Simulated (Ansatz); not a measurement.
BeTe (F-43m), elastic constants by finite strains: input and output

Method: PBEsol, PAW on Ansatz 0.2.0's default frozen-core files (fitted under PBE), scalar-relativistic.

Cell and atoms were relaxed beforehand by PAW with this functional.

Command:

```sh
ansatz run input.yaml --threads 1 --pin off --max-ram 2048MiB --backend cpu --events-out ev --progress --plain --runs-dir out
```

Input:

```yaml
crystal:
  lattice:
    - [0.0, 2.80277391549, 2.80277391549]
    - [2.80277391549, 0.0, 2.80277391549]
    - [2.80277391549, 2.80277391549, 0.0]
  atoms:
    - { symbol: Be, position: [0.0, 0.0, 0.0] }
    - { symbol: Te, position: [0.75, 0.75, 0.75] }
kpoints:
  mp_grid: { grid: [8, 8, 8] }
scf:
  occupations: { method: fixed }
hamiltonian:
  xc: pbesol
  pseudopotentials: { kind: paw }
elastic:
  mode: relaxed_ion
  stencil: two_point
  amplitude: 0.005
```

The program printed:

```
Warning: RAYON_NUM_THREADS=1 ignored (pool sized by the plan → 1); use --threads N
Engine: ansatz 0.2.0, x86_64-unknown-linux-gnu
Pseudopotentials: kind: paw
Pseudopotential: Be, paw, valence charge 2, recommended cutoff 420 eV (normal), Be.paw.azcp
Pseudopotential: Te, paw, valence charge 16, recommended cutoff 420 eV (normal), Te.paw.azcp
Functional definition: PBEsol
  exchange = pbesol_x
  correlation = pbesol_c
Crystal: 2 atoms, lattice volume = 44.035 Å³
Basis set: ecut = 420 eV, 869 PW (Γ), exchange–correlation on 54×54×54 points (8 copies of the dense FFT grid, shifted against one another)
Bands: 13, of which v1, the nominal top of the filled ones, is band 9 counted from 1 (8 counted from 0)
Symmetry: 24 space group operations
Space group: F-43m (ITA 216), of the structure as read, at distance tolerance 3.5e-5 Å
k-points: 29 of 512 (time reversal used)
Non-local potential: Be, projectors of the file, l = 0: 2, l = 1: 2, l = 2: 1
Non-local potential: Te, projectors of the file, l = 0: 2, l = 1: 2, l = 2: 2, l = 3: 2
PAW form: soft (Blöchl's): semilocal exchange-correlation on the pseudo side does not see the compensation charge
PAW frozen core: Be, regenerated for the run's functional, and the local potential with it (the file was generated under x = pbe(κ = 0.804, μ = 0.2195149727645171), c = pbe(β = 0.06672455060314922))
PAW frozen core: Te, regenerated for the run's functional, and the local potential with it (the file was generated under x = pbe(κ = 0.804, μ = 0.2195149727645171), c = pbe(β = 0.06672455060314922))
PAW one-centre angular grid: Be, 110 points (default); XC on 64 Gauss nodes
PAW one-centre angular grid: Te, 590 points (default); XC on 64 Gauss nodes
Initial density: superposition of atomic densities (neutral atoms: chi_scale 0, normalization atom), corrected by the library's trained network
Initial wavefunctions: pseudopotential atomic-orbital guess
Functional: x = pbesol(κ = 0.804, μ = 0.12345679012345678), c = pbesol(β = 0.046)
SCF iter   1: F=—  HF=-6992.566766 eV  |F-HF|=—  |Δ(HF+E_count)|=         —  Δρ=2.51e-3  dr2=3.74e-3  ethr=1.77e-3  ⟨swp⟩=5.2  Hψ=2045  notcnv=0  defer=43
preconditioner: auto → none  [insulator: Δε(μ)=1.842 eV  Ē_g=10.358 eV  n_scr=14 (ndim 8)  ℏωp=15.8 eV  f_vac=0.009  ε∞_Penn≈3.3]
SCF iter   2: F=—  HF=-6992.565366 eV  |F-HF|=—  |Δ(HF+E_count)|=   1.40e-3  Δρ=8.54e-4  dr2=2.61e-4  ethr=2.08e-5  ⟨swp⟩=3.2  Hψ=818  notcnv=0  defer=52
SCF iter   3: F=—  HF=-6992.565293 eV  |F-HF|=—  |Δ(HF+E_count)|=   7.32e-5  Δρ=3.02e-4  dr2=3.04e-5  ethr=1.45e-6  ⟨swp⟩=2.0  Hψ=702  notcnv=0  defer=52
SCF iter   4: F=—  HF=-6992.565322 eV  |F-HF|=—  |Δ(HF+E_count)|=   2.87e-5  Δρ=1.09e-4  dr2=2.94e-6  ethr=1.69e-7  ⟨swp⟩=1.9  Hψ=430  notcnv=0  defer=46
SCF iter   5: F=—  HF=-6992.565322 eV  |F-HF|=—  |Δ(HF+E_count)|=   1.71e-7  Δρ=1.55e-5  dr2=1.46e-7  ethr=1.63e-8  ⟨swp⟩=3.0  Hψ=663  notcnv=0  defer=26
SCF iter   6: F=—  HF=-6992.565322 eV  |F-HF|=—  |Δ(HF+E_count)|=   5.11e-7  Δρ=3.75e-6  dr2=7.86e-9  ethr=8.10e-10  ⟨swp⟩=2.7  Hψ=625  notcnv=0  defer=23
SCF iter   7: F=—  HF=-6992.565322 eV  |F-HF|=—  |Δ(HF+E_count)|=   3.44e-9  Δρ=4.88e-7  dr2=1.55e-10  ethr=4.37e-11  ⟨swp⟩=2.0  Hψ=638  notcnv=0  defer=23
[... 107 lines left out ...]
SCF iter   3: F=—  HF=-6992.565151 eV  |F-HF|=—  |Δ(HF+E_count)|=  1.82e-11  Δρ=1.59e-7  dr2=1.81e-11  ethr=4.18e-13 (applied; sched 1.00e-12)  ⟨swp⟩=1.0  Hψ=1235  notcnv=0
SCF iter   4: F=—  HF=-6992.565151 eV  |F-HF|=—  |Δ(HF+E_count)|=  3.64e-12  Δρ=9.09e-8  dr2=5.17e-12  ethr=1.00e-13 (applied; sched 1.00e-12)  ⟨swp⟩=1.0  Hψ=1235  notcnv=0
SCF iter   5: F=—  HF=-6992.565151 eV  |F-HF|=—  |Δ(HF+E_count)|=  1.82e-12  Δρ=6.28e-8  dr2=2.37e-12  ethr=2.87e-14 (applied; sched 1.00e-12)  ⟨swp⟩=1.0  Hψ=1235  notcnv=0
SCF iter   6: F=—  HF=-6992.565151 eV  |F-HF|=—  |Δ(HF+E_count)|=  2.73e-12  Δρ=4.85e-8  dr2=1.41e-12  ethr=1.32e-14 (applied; sched 1.00e-12)  ⟨swp⟩=1.0  Hψ=1235  notcnv=0
SCF iter   7: F=—  HF=-6992.565151 eV  |F-HF|=—  |Δ(HF+E_count)|=    0.00e0  Δρ=2.98e-8  dr2=5.33e-13  ethr=7.86e-15 (applied; sched 1.00e-12)  ⟨swp⟩=1.0  Hψ=1235  notcnv=0
SCF iter   8: F=-6992.565151 eV  HF=-6992.565151 eV  |F-HF|=9.09e-13  |Δ(HF+E_count)|=    0.00e0  Δρ=1.22e-8  dr2=8.89e-14  ethr=1.00e-12  ⟨swp⟩=3.9  Hψ=4231  notcnv=0
SCF 10 converged in 8 iterations: F = -6992.565151 eV  dr2 = 8.89e-14
SCF converged after 10 iterations
Free energy (F): -6992.565322 eV
Harris-Foulkes:  -6992.565322 eV  (|F-HF|=2.73e-12)
Internal energy: -6992.565322 eV  (E = F + TS)
E sigma→0 (E₀):  -6992.565322 eV
Fermi energy:    7.500496 eV
--- Per-component energies (eV) ---
  E_band       = -266.668105
  E_kinetic    = 200.494411
  E_local      = -1359.878513  (includes V_loc(G=0)·N_el)
  E_nonlocal   = -302.714740
  E_hartree    = 851.520696
  E_xc         = -142.534195
  E_vxc        = -124.504845  (∫ρ·V_xc dr)
  E_paw        = -4642.816859  (= ΣΔE_a)
  E_vpaw       = -383.105608  (= ΣTr[D̂ρ^β])
  E_aug_tail   = -0.000201  (compensation charges beyond the density's cutoff)
  E_ewald      = -1597.020267
  E_core_change = 0.384347  (= ΣΔE_core)
  E_smearing   = -0.000000  (= −TS)
  E_closure    = -0.000000  (closes the sum)
  Σ components = -6992.565322   (vs F -6992.565322, Δ=0.00e0)
--- Forces (eV/Å), atoms counted from 1 ---
  atom   1  Be    -0.00000000     0.00000000    -0.00000000
  atom   2  Te    -0.00000000     0.00000000     0.00000000
  max |Σ_I F_I| component: 3.45e-16 eV/Å
--- Stress (GPa, compression-positive) ---
       -0.025985      -0.000000      -0.000000
       -0.000000      -0.025985       0.000000
       -0.000000       0.000000      -0.025985
  P = ⅓ Tr σ = -0.0260 GPa (-0.260 kbar)
--- Elastic constants: 2 strain directions × 2 members + reference (group order 24) ---
  dense FFT box of the reference and of every strained cell: 27×27×27
  strains applied: 11, 23; error gains: componentwise 1.00 (the most a stress slope's error grows in a printed constant), spectral 1.73 (1 for all six strains in a standard setting)
  C = ∂σ_k/∂η_j (tension-positive GPa; Voigt order 11 22 33 23 13 12):
       100.199     40.260     40.260      0.000      0.000     -0.000
        40.260    100.199     40.260      0.000     -0.000     -0.000
        40.260     40.260    100.199      0.000      0.000     -0.000
        -0.000      0.000      0.000     50.520     -0.000      0.000
        -0.000     -0.000      0.000      0.000     50.520      0.000
        -0.000      0.000      0.000      0.000      0.000     50.520
  reference stress σ⁰ (GPa):      0.026      0.026      0.026     -0.000      0.000      0.000
  C* (energy form; C + prestress term) asymmetry max|C*_kj − C*_jk| = 1.421e-14 GPa — a small one proves nothing (zero by symmetry where the batch's group is 432, −43m or m−3m); a large one is finite-difference/SCF noise where ...
  moduli (Voigt/Reuss/Hill, GPa): K = 60.24/60.24/60.24   G = 42.30/39.65/40.97   E = 100.20   ν = 0.223
  mechanically stable: yes (min eigenvalue of sym C = 50.52 GPa)
  strain η (Voigt 11):  stress-route row diagonal C_11 = 100.20 GPa, energy-path curvature d²(F+E_count+ΔE)/dδ²/Ω₀ = 100.20 GPa
         δ    σ_11 (GPa)             F (eV)   n_scf  n_hpsi   n_pw
    -5.000e-3      -0.4779       -6992.5650163       8   13905    881   relax 0 steps, max|allowed force component| 4.68e-17 eV/Å
     5.000e-3       0.5241       -6992.5649449       6   11235    889   relax 0 steps, max|allowed force component| 4.86e-17 eV/Å
  strain η (Voigt 23):  stress-route row diagonal C_44 = 50.52 GPa, energy-path curvature d²(F+E_count+ΔE)/dδ²/Ω₀ = 50.50 GPa
         δ    σ_23 (GPa)             F (eV)   n_scf  n_hpsi   n_pw
    -5.000e-3      -0.2526       -6992.5651513       8   20232    885   relax 3 steps, max|allowed force component| 3.98e-7 eV/Å
     5.000e-3       0.2526       -6992.5651513       8   20277    885   relax 2 steps, max|allowed force component| 1.46e-6 eV/Å
```

The run converged.

### Elastic constants

Elastic constants of a crystal by Kohn-Sham DFT: slopes of the stress over finite engineering strains of the given cell, Voigt indices, Cartesian axes as in the input.

* Pressure at rest: -0.026 GPa
* Least elastic eigenvalue: 50.52 GPa
* Elastically stable: yes

```
index  elastic (GPa)
   11          100.2
   12          40.26
   44          50.52
```

Elastic moduli:

Hill averages of a grain aggregate, Debye temperature from the mean sound speed over directions.

```
Bulk modulus                     : 60.24 GPa
Shear modulus                    : 40.97 GPa
Young modulus                    : 100.2 GPa
Poisson ratio                    : 0.2228
Bulk over shear modulus          : 1.47
Elastic anisotropy index         : 0.3347
Least young modulus              : 77.12 GPa
Largest young modulus            : 118.4 GPa
Longitudinal sound speed         : 4722 m/s
Transverse sound speed           : 2820 m/s
Elastic debye temperature        : 329.7 K
Linear compressibility (x, y, z) : 5.534, 5.534, 5.534 1/TPa
Zener ratio                      : 1.686
Cauchy pressure                  : -10.26 GPa
```

### Strained cells

Stress of each strained cell less that at rest, tension positive.

```csv
strain component,strain,stress xx (GPa),stress yy (GPa),stress zz (GPa),stress yz (GPa),stress xz (GPa),stress xy (GPa),relaxation steps
xx,-0.005,-0.5039,-0.2052,-0.2052,0,0,0,0
xx,0.005,0.4981,0.1974,0.1974,0,0,0,0
yz,-0.005,0.0004,-0.0014,-0.0014,-0.2526,0,0,3
yz,0.005,0.0004,-0.0014,-0.0014,0.2526,0,0,2
```

Limits of these numbers: frozen-core PAW files fitted under PBE, their cores solved anew for the functional of the run; constants at zero field, no piezoelectric stiffening.

Cost: 21 s on 1 thread of Intel(R) Xeon(R) 6975P-C (Granite Rapids), on a shared host, peak memory 0.4 GiB.
